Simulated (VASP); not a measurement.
## VASP 6.6.1 run: CaO

INCAR

```
NSW = 0
NELM = 120
GGA = PE
LREAL = .FALSE.
LCHARG = .FALSE.
ISIF = 2
MAGMOM = 1 1
ALGO = Normal
PREC = Accurate
ISPIN = 2
IBRION = -1
ENCUT = 520
NBANDS = 15
SIGMA = 0.02
ISMEAR = -1
LWAVE = .FALSE.
EDIFF = 1E-7
LASPH = .TRUE.
```

KPOINTS

```
KPOINTS created by Atomic Simulation Environment
0
Gamma
10 10 10
0 0 0
```

POSCAR

```
Ca O
 1.0000000000000000
     0.0000000000000000    2.3256236101000001    2.4370317782000002
     2.3256236101000001    0.0000000000000000    2.4370317782000002
     2.3256236101000001    2.3256236101000001    0.0000000000000000
 Ca  O
   1   1
Cartesian
  0.0000000000000000  0.0000000000000000  0.0000000000000000
  2.3256236101000001  2.3256236101000001  2.4370317782000002
```

The recommended PBE PAW datasets give the neutral cell 16 valence electrons.

Command

```
mpirun -np 1 vasp_std
```

OSZICAR

```
N       E                     dE             d eps       ncg     rms          rms(c)
DAV:   1     0.126115300023E+03    0.12612E+03   -0.86423E+03  6120   0.110E+03
DAV:   2    -0.870886861500E+01   -0.13482E+03   -0.12557E+03  7528   0.293E+02
DAV:   3    -0.137200677842E+02   -0.50112E+01   -0.49798E+01  7220   0.590E+01
DAV:   4    -0.138574290283E+02   -0.13736E+00   -0.13728E+00  8738   0.862E+00
DAV:   5    -0.138589001746E+02   -0.14711E-02   -0.14711E-02  7166   0.818E-01    0.115E+01
DAV:   6    -0.127241680757E+02    0.11347E+01   -0.50078E+00  7046   0.222E+01    0.428E+00
DAV:   7    -0.127295857869E+02   -0.54177E-02   -0.40145E-01  7102   0.655E+00    0.187E+00
DAV:   8    -0.127201045398E+02    0.94812E-02   -0.62812E-02  7620   0.260E+00    0.883E-01
DAV:   9    -0.127271266841E+02   -0.70221E-02   -0.80599E-03  7666   0.803E-01    0.193E-01
DAV:  10    -0.127271225647E+02    0.41194E-05   -0.80533E-04  7167   0.235E-01    0.851E-02
DAV:  11    -0.127274091738E+02   -0.28661E-03   -0.16272E-04  7499   0.111E-01    0.530E-02
DAV:  12    -0.127274756467E+02   -0.66473E-04   -0.66292E-05  7394   0.679E-02    0.861E-03
DAV:  13    -0.127274753816E+02    0.26508E-06   -0.20756E-06  7846   0.164E-02    0.251E-03
DAV:  14    -0.127274753849E+02   -0.32969E-08   -0.45863E-07  7905   0.683E-03
   1 F= -.12727475E+02 E0= -.12727475E+02  d E =-.721872E-11  mag=    -0.0000
```

Standard output (part)

```
POSCAR found type information on POSCAR CaO
 POSCAR found :  2 types and       2 ions
 LDA part: xc-table for (Slater+PW92), standard interpolation
 POSCAR, INCAR and KPOINTS ok, starting setup
 WAVECAR not read
 entering main loop
```

It converged. Results: pressure 9.5 GPa; magnetic moment of the cell 0.00 μB.

For comparison, a separate PBE run of the intended cell, on usual settings and not on those above, gives a gap of 3.53 eV on its mesh and a pressure of 9.5 GPa.

The run above took about 51 s on one core of a shared host (Intel Xeon Platinum 8488C) and held 0.21 GiB at most.
